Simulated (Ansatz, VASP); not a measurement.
## Two plane-wave programs on Ga

Contents of INCAR:

```
  PREC = Accurate
  ENCUT = 520
  EDIFF = 1E-6
  ISMEAR = -1
  SIGMA = 0.05
  LREAL = False
  LASPH = True
  NELM = 100
  ALGO = Fast
  ISIF = 2
  LWAVE = False
  LCHARG = False
  GGA = PE
  NBANDS = 12
```

The input KPOINTS:

```
regular mesh
0
Gamma
  10 10 10
```

The input POSCAR:

```
Ga
1.0
    2.6806350000     -0.0263540000      0.0481410000
   -0.0263540000      2.7441620000      0.0268250000
    0.0481410000      0.0268250000      2.7264290000
Ga
1
Direct
   -0.0051250000      0.0104450000     -0.0005950000
```

File input.yaml:

```yaml
crystal:
  lattice:
    - [2.680635, -0.026354, 0.048141]
    - [-0.026354, 2.744162, 0.026825]
    - [0.048141, 0.026825, 2.726429]
  atoms:
    - { symbol: Ga, position: [-0.005125, 0.010445, -0.000595] }
hamiltonian:
  xc: pbe
  pseudopotentials: { kind: paw }
kpoints:
  mp_grid: { grid: [10, 10, 10] }
scf:
  occupations: { method: fermi_dirac, width: 0.05 }
output:
  forces: true
  stress: true
  eigenvalues: true
```

Change from the starting cell: cell strained at random at fixed volume.

Alike in both runs: task single point; functional PBE; k mesh 10 × 10 × 10; occupations fermi-dirac, width 0.05 eV; no spin polarisation.

|  | VASP | Ansatz |
| --- | --- | --- |
| version | VASP 6.6.1 | Ansatz 0.2.0 |
| potentials or method | VASP PAW PBE potentials, release 64 (Ga_d) | Ansatz PAW |
| plane-wave cutoff (eV) | 520 | 420 |
| valence electrons in the cell | 13 | 13 |

|  | VASP | Ansatz | Ansatz less VASP |
| --- | --- | --- | --- |
| gap on the k mesh at the Fermi level (eV) | none | none | - |
| pressure (GPa) | 0.2 | 0.2 | -0.08 |
| largest component of the traceless stress (GPa) | 1.49 | 1.48 | -0.011 |

A gap of «none» marks a metal or a gap that the smearing closes.
